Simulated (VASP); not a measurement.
**From VASP inputs to Ansatz: InAs (strained zincblende)**

INCAR

```
LWAVE = .FALSE.
METAGGA = R2SCAN
LASPH = .TRUE.
NSW = 0
ALGO = Normal
ISMEAR = -1
NELM = 120
ISIF = 2
NBANDS = 16
PREC = Accurate
LCHARG = .TRUE.
EDIFF = 1E-7
LREAL = .FALSE.
ENCUT = 520
SIGMA = 0.02
LELF = .TRUE.
IBRION = -1
```

KPOINTS

```
KPOINTS created by Atomic Simulation Environment
0
Gamma
8 8 8
0 0 0
```

KPOINTS_OPT

```
special points
7
Reciprocal
0.0000000000 0.0000000000 0.0000000000 1
-0.5000000000 -0.5000000000 0.0000000000 1
-0.3750000000 -0.3750000000 0.2500000000 1
-0.3750000000 0.0000000000 0.3750000000 1
0.0000000000 0.0000000000 0.5000000000 1
-0.5000000000 -0.2500000000 0.2500000000 1
-0.0330400000 0.0000000000 -0.0330400000 1
```

POSCAR

```
In As
 1.0000000000000000
     0.0000000000000000    3.1767740920000000    2.9167708661999998
     3.1767740920000000    0.0000000000000000    2.9167708661999998
     3.1767740920000000    3.1767740920000000    0.0000000000000000
 In  As
   1   1
Cartesian
  0.0000000000000000  0.0000000000000000  0.0000000000000000
  1.5883870460000000  1.5883870460000000  1.4583854330999999
```

VASP ran with the recommended PBE PAW datasets (18 valence electrons in the cell).

Q: Write an Ansatz input for this cell and level of theory.

A: 

```yaml
crystal:
  lattice:
    - [0.0, 3.176774092, 2.9167708662]
    - [3.176774092, 0.0, 2.9167708662]
    - [3.176774092, 3.176774092, 0.0]
  atoms:
    - { symbol: In, position: [0.0, 0.0, 0.0] }
    - { symbol: As, position: [0.25, 0.25, 0.25] }
kpoints:
  mp_grid: { grid: [8, 8, 8] }
  band_path:
    path:
      - [0.0, 0.0, 0.0]
      - [-0.5, -0.5, 0.0]
      - [-0.375, -0.375, 0.25]
      - [-0.375, 0.0, 0.375]
      - [0.0, 0.0, 0.5]
      - [-0.5, -0.25, 0.25]
      - [-0.03304, 0.0, -0.03304]
    npoints: 1
hamiltonian:
  xc: r2scan
scf:
  occupations: { method: fermi_dirac, width: 0.02 }
  n_extra_bands: 4
output:
  forces: true
  stress: true
  eigenvalues: true
  write_density: true
  write_potential: true
  elf: true
  volumetric_format: npy
```

Other inputs would serve too.

```json
{"": "gap between bands v and c", "VASP": "0.04 eV", "Ansatz": "0.04 eV"}
{"": "least direct gap", "VASP": "0.18 eV", "Ansatz": "0.18 eV"}
{"": "pressure", "VASP": "-1.9 GPa", "Ansatz": "-1.8 GPa"}
```

Datasets and cutoffs are each program's own. VASP's cell holds 18 valence electrons and Ansatz's 28. Ansatz's stress includes a Pulay correction; VASP's doesn't.
